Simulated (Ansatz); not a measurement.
CuI (started from an entry of an open crystallographic database), relaxed with r2SCAN, was run in the plane-wave code Ansatz under altered settings. All numbers are computed, without spin polarisation but where a row says otherwise.

```
Cu I
1.0
     0.00000    3.01204    3.01204
     3.01204    0.00000    3.01204
     3.01204    3.01204    0.00000
Cu I
1 1
Direct
  0.25000 0.25000 0.25000
  0.00000 0.00000 0.00000
```

The base run's other keys:
```yaml
kpoints:
  mp_grid: { grid: [4, 4, 4] }
hamiltonian:
  xc: hse06
scf:
  occupations: { method: fixed }
  n_extra_bands: 4
```

It takes 13 iterations with 1067 plane waves at 420 eV and 8 k points, and leaves a mean stress of +1.63 GPa. The gap over this mesh is 2.684 eV. It ran on 4 threads of Arm Neoverse N1, with other jobs on the host.

Outcomes, with energy and stress as changes against the base:
```csv
setting,outcome,ΔF (meV/atom),Δ mean stress (GPa),gap on the mesh (eV),iterations,wall time
"PBE hybrid, exx coeff 0.35, omega 0.1 1/Å",converged,–,+0.1,3.753,17,14 s
"PBE hybrid, exx coeff 0.4, omega 0.2078 1/Å",converged,–,+0.2,3.595,19,15 s
"PBE hybrid, exx coeff 0.4, omega 0.1 1/Å",converged,–,+0.1,4.125,18,15 s
"PBE hybrid, exx coeff 0.1, omega 0.3 1/Å",converged,–,-0.1,1.690,12,12 s
"PBE hybrid, exx coeff -0.2, unscreened",refused,–,–,–,–,0.04 s
scf.occupations: fermi_dirac 0.2,converged,0.0,0.0,2.684,19,13 s
```
A dash marks a value that wasn't obtained or can't be compared. Stress is positive in compression. The base took 13 s.

- PBE hybrid, exx coeff 0.35, omega 0.1 1/Å. That is 35 % exact exchange, screened with ω = 0.1 1/Å, against HSE06's 25 % screened at 0.208 1/Å. The mean stress moves by +0.1 GPa and the gap on the mesh by +1.069 eV (to 3.753). Totals of different functionals aren't comparable. The program warns that on this mesh the truncation of the exchange isn't bounded, so part of the change can be an error of the mesh.
- PBE hybrid, exx coeff 0.4, omega 0.2078 1/Å. That is 40 % exact exchange, screened with ω = 0.2078 1/Å, against HSE06's 25 % screened at 0.208 1/Å. The mean stress moves by +0.2 GPa and the gap on the mesh by +0.911 eV (to 3.595). Totals of different functionals aren't comparable.
- PBE hybrid, exx coeff 0.4, omega 0.1 1/Å. That is 40 % exact exchange, screened with ω = 0.1 1/Å, against HSE06's 25 % screened at 0.208 1/Å. The mean stress moves by +0.1 GPa and the gap on the mesh by +1.441 eV (to 4.125). Totals of different functionals aren't comparable. The program warns that on this mesh the truncation of the exchange isn't bounded, so part of the change can be an error of the mesh.
- PBE hybrid, exx coeff 0.1, omega 0.3 1/Å. That is 10 % exact exchange, screened with ω = 0.3 1/Å, against HSE06's 25 % screened at 0.208 1/Å. The mean stress moves by -0.1 GPa and the gap on the mesh by -0.994 eV (to 1.690). Totals of different functionals aren't comparable.
- PBE hybrid, exx coeff -0.2, unscreened. It is rejected at once. Error: invalid value for `hamiltonian.xc.exx.coeff`: must be finite and in (0, 1]; got -0.2

Within 1 meV an atom, 0.1 GPa and 0.005 eV of the base stay: scf.occupations: fermi_dirac 0.2.

Spin-orbit coupling is left out, which matters wherever the heavy atoms make up the band edges.

The program warns that its thresholds are loose for a hybrid's stress.

The meshes of the hybrids are coarse, so their gaps aren't converged to the digits shown.
